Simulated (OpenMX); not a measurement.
Runs of OpenMX 3.8.5 on Pt. The structure is hexagonal, space group P6_3/mmc (No. 194). The conventional cell has a = 2.761 Å, b = 2.761 Å, c = 4.792 Å, α = 90.00°, β = 90.00°, γ = 120.00°. Around Pt (site symmetry -6m2) lie 12 Pt at 2.76 to 2.88 Å. This isn't the form of Pt at room conditions, which is fcc.

```tsv
level	gap on the mesh (eV)	pressure (GPa)	largest force (eV/Å)
PBE+D4	none	-6.6	0.02
PBE	none	0.4	0.02
PBE+D3(BJ)	none	-7.5	0.02
PBE+D3	none	(a)	0.02
```

Alike in all rows: task single point; potentials or basis OpenMX 2013 PBE set, Pt7.0-s3p2d2f1, grid cutoff 400 Ry; no spin polarisation; cell as given; k mesh 9 × 9 × 5; smearing fermi-dirac 0.05 eV.

Problem. Estimate the missing entries.

Solution. (a) -8.9.

Caveats: the basis of atomic orbitals isn't converged, which shifts pressures, moduli and gaps; pairwise dispersion overbinds metals, which lowers pressure and volume (some runs).

A k mesh can miss the band edges, and the runs leave out spin-orbit coupling on Pt.

A gap of «none» marks a metal or a gap under the smearing width.
